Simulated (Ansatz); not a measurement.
## Re, a cell with a point defect

```
Re
1.0
    -0.00603    3.06605    3.01369
     2.93296    0.01676    2.99090
     2.84938    2.95967    0.10035
Re
2
Cartesian
  1.6055 1.3189 1.5157
  4.1815 4.5093 4.6203
```

Method: m-r2SCAN, no spin polarisation; PAW, plane waves to 500 eV, 5×5×6 Γ-centred mesh, fermi-dirac occupations (width 0.0159 eV) (Ansatz 0.2.0), atoms fixed.

**Electronic structure.** It is a metal, with about 2.4 states/eV a cell as the mean within 0.25 eV of the Fermi level, mostly Re d (88 %).
**Contacts.** Re–Re at 2.59 Å: least valence density 0.62 e/Å³ and ELF 0.47 there. These are pseudo-fields; inside the PAW spheres they differ from the all-electron ones.
**Stress.** The pressure is -42.6 GPa (compression positive), so with the atoms held at these fractions the cell would first shrink; the forces are large, so a full relaxation may end otherwise. The principal stresses -45.7, -42.1, -40.0 GPa differ, so its shape would change too.
**Forces.** The largest is on Re1 (and as large on other atoms): 3.02 eV/Å, components (2.68, -1.38, -0.24). It makes 31° with the line to a nearest neighbour, Re2 at 2.59 Å, pointing towards it.

Origin: a cell with a point defect, so it need not be a known compound. Caveats: many states at the Fermi level without spin polarisation, so a magnetic state may lie lower; the k mesh is coarse if the cell is a metal; atoms or cell far from equilibrium; m-r2SCAN is r2SCAN with a changed spin dependence that lowers moments.
